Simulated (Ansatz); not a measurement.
**Property card for Au**

Method: Ansatz 0.2.0, DFT PBE, scalar-relativistic, plane waves, PAW.

Cutoff 420 eV; k points 18×18×10 on the computed 2-atom cell (Γ-centred); Gaussian smearing, width 0.10 eV; no spin polarisation.

The structure is relaxed at this level of theory with its symmetry kept. This form isn't the element's structure at ambient conditions.

```cif
data_structure
_symmetry_space_group_name_H-M 'P 1'
_symmetry_Int_Tables_number 1
_cell_length_a 2.9170
_cell_length_b 2.9170
_cell_length_c 4.8900
_cell_angle_alpha 90.000
_cell_angle_beta 90.000
_cell_angle_gamma 120.000
_cell_volume 36.03
loop_
_atom_site_label
_atom_site_type_symbol
_atom_site_fract_x
_atom_site_fract_y
_atom_site_fract_z
_atom_site_occupancy
Au1 Au 0.33333 0.66667 0.75000 1
Au2 Au 0.66667 0.33333 0.25000 1
```

* Space group: P6_3/mmc (No. 194)
* Volume per atom: 18.02 Å³
* Formation energy from the elements' standard states (uncorrected): +0.007 eV/atom
* Kohn–Sham band gap: none (metal)
* Density of states at the Fermi level: 0.63 states/eV per cell
* Löwdin character within 0.5 eV of the Fermi level: Au 6s 44 %, Au 5d 33 %, unprojected 23 %
* Bulk modulus: 135 GPa
* Its pressure derivative: 6.0
* Bader charges (e): Au (2 in the cell) 0.00

Spin-orbit coupling is left out, which matters for the bands of heavy elements.